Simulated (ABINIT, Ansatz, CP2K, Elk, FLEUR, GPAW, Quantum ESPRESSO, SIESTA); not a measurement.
**Li₃N (P6/mmm, 4 atoms in the cell) computed with different codes at matched settings**

Self-consistent single point, at a second geometry (lattice scaled by 0.98). First geometry:

```
Li3N
1.0
    3.57255     0.00000     0.00000
   -1.78628     3.09392     0.00000
    0.00000     0.00000     3.81494
Li N
3 1
Direct
  0.00000   0.00000   0.50000
  0.33333   0.66667   0.00000
  0.66667   0.33333   0.00000
  0.00000   0.00000   0.00000
```

Shared settings, as Ansatz (a quantum-chemistry and plane-wave program) writes them: kpoints.mp_grid.grid = 6 6 5; scf.occupations.method = fixed. Potentials and cutoffs stand in the table.

| code | model | ΔF from the first geometry (meV/atom) | pressure (GPa) | gap on the mesh (eV) | cutoff |
|---|---|---|---|---|---|
| SIESTA | GGA PBE, numerical atomic orbitals TZP, PseudoDojo PBE standard norm-conserving potentials (rewritten from UPF to PSML) | 20.4 | 7.64 | 1.403 | grid 400 Ry |
| ABINIT | PBE, PAW (JTH v2.0 PBE PAW) | 19.8 | 7.06 | 1.365 | 26 Ha |
| Ansatz | PBE, PAW files | 18.6 | 6.92 | 1.367 | 30.9 Ry |
| CP2K | PBE, GPW, DZVP-MOLOPT-SR-GTH basis, GTH-PBE potentials (GTH_POTENTIALS) | 23.5 | 8.40 | 1.440 | grid 400 Ry |
| Quantum ESPRESSO | PBE, SSSP 1.1.2 efficiency (PBE) pseudopotentials | 18.5 | 7.01 | 1.369 | 45 Ry |
| FLEUR | PBE, all-electron FLAPW (FLEUR), scalar-relativistic valence | 14.8 | – | 1.378 | Kmax 3.6 1/bohr |
| GPAW | PBE, GPAW PAW datasets PBE (gpaw-data 1.0.1) | 26.8 | – | 1.341 | 900 eV |
| Elk | PBE, all-electron FP-LAPW, Elk's shipped species files, LAPW+lo basis | 20.4 | – | 1.441 | rgkmax 8 |

A dash marks a value that a program does not give, or that is left out as unsure.

Gaps are read on the mesh.

The spread over the programs that give each value: ΔF from the first geometry within 12.0 meV/atom; pressure within 1.48 GPa; gap on the mesh within 0.100 eV.

SIESTA and CP2K use small atom-centred bases, whose incompleteness enters pressures, forces and empty levels differently from a plane-wave cutoff. FLEUR and Elk treat all electrons, but the usual bases taken here (sphere radii, linearisation, local orbitals, empty states) were not tested for convergence, so the values are no reference for the others. Ansatz's pressure is given at a fixed set of plane waves, as the other plane-wave codes print theirs; with its correction for the finite basis it is 7.04 GPa. The pressure of GPAW is left out: its cutoff lies under the one at which its stress was checked. In the pressure, CP2K (by 1.39) lies more than 1 GPa from the median of the plane-wave programs.

The starting cell comes from a database of computed structures (which also holds hypothetical and non-ambient phases and stackings), without a prior relaxation at this level. Its lattice was rescaled by a random factor within 2.5 % of one. For this run, on top of that: lattice scaled by 0.98.

Keys are those of Ansatz 0.2.
